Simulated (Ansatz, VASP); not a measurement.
## AlCo: VASP beside Ansatz

```
CELL_PARAMETERS angstrom
2.85216 0.00005 0.00005
0.00005 2.85219 -0.00006
0.00005 -0.00006 2.85219
ATOMIC_POSITIONS crystal
Al 0.00000 0.00000 0.00000
Co 0.50000 0.50000 0.50000
```

Change from the starting cell: atom 1 moved 0.15 Å; relaxed back.

Alike in both runs: functional PBE; k mesh 12 × 12 × 12; occupations gaussian, width 0.15 eV; no spin polarisation.

Ansatz relaxed the structure, and its values are those at the end. VASP's run is a single point on that final structure, the one shown.

|  | VASP | Ansatz |
| --- | --- | --- |
| version | VASP 6.6.1 | Ansatz 0.2.0 |
| potentials or method | VASP PAW PBE potentials, release 64 (Al, Co) | scalar-relativistic, plane waves, PAW |
| plane-wave cutoff (eV) | 520 | 420 |
| valence electrons in the cell | 12 | 20 |

```tsv
	VASP	Ansatz	Ansatz less VASP
gap on the k mesh at the Fermi level (eV)	none	none	-
pressure (GPa)	0.0	0.0	+0.03
```

A gap of «none» marks a metal or a gap that the smearing closes. The two sets of potentials don't hold the same shells in valence.

Spin polarisation is off, so any magnetic state and its effect on volume and gap are missing.
